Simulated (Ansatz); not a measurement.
Crystal: MnSb.

```xyz
4
Lattice="4.1500 0.0000 0.0000 -2.0750 3.5940 0.0000 0.0000 0.0000 5.7800" Properties=species:S:1:pos:R:3 pbc="T T T"
Sb    2.0750    1.1980    4.3350
Sb    0.0000    2.3960    1.4450
Mn    0.0000    0.0000    2.8900
Mn    0.0000    0.0000    0.0000
```

| Quantity | Value |
| --- | --- |
| Program | Ansatz 0.2.0 |
| Task | relaxation of cell and atoms |
| Functional | PBEsol |
| Dispersion | D4 |
| Potentials or basis | Ansatz PAW |
| Cutoff | 420 eV (not typed: the program's choice for these potentials) |
| k mesh | 7 × 7 × 5 |
| Occupations | fermi-dirac, width 0.05 eV |
| Spin | collinear spin, ferromagnetic start |
| Starting moments | [0.0, 0.0, 4.0, 4.0] μB |

At the start: volume 21.55 Å³/atom.

Q: Where does the relaxation end?

A: It ends after 6 steps and the volume is 18.18 Å³/atom (-15.7 %); space group P6_3/mmc (No. 194, to 0.05 Å); moment 5.35 μB per cell.

Step by step:
```tsv
step	energy change (eV)	largest force (eV/Å)	volume (Å³)
1	0.0000	0.0000	86.21
2	-0.4123	0.0000	75.25
3	-0.4336	0.0000	72.02
4	-0.4351	0.0000	72.81
5	-0.4351	0.0000	72.72
6	-0.4312	0.0000	72.72
```

Final structure:
```xyz
4
Lattice="3.9531 0.0000 0.0000 -1.9765 3.4234 0.0000 0.0000 0.0000 5.3732" Properties=species:S:1:pos:R:3 pbc="T T T"
Sb    1.9765    1.1411    4.0299
Sb    0.0000    2.2823    1.3433
Mn    0.0000    0.0000    2.6866
Mn    0.0000    0.0000    0.0000
```

Caveat: the volume moved by over 15 % at a fixed basis, so the end points are rough; the plane-wave basis is chosen anew once the cell has moved, so the energies of steps on either side of that aren't comparable; the volume moved by -16 % from the deposited cell, more than functionals usually miss; only a ferromagnetic start was run, and an antiferromagnetic order may lie lower in energy; pairwise dispersion overbinds metals, which lowers pressure and volume; the PAW data sets come from PBE, with cores solved anew for the run's functional, which leaves a small shift of forces and pressure.
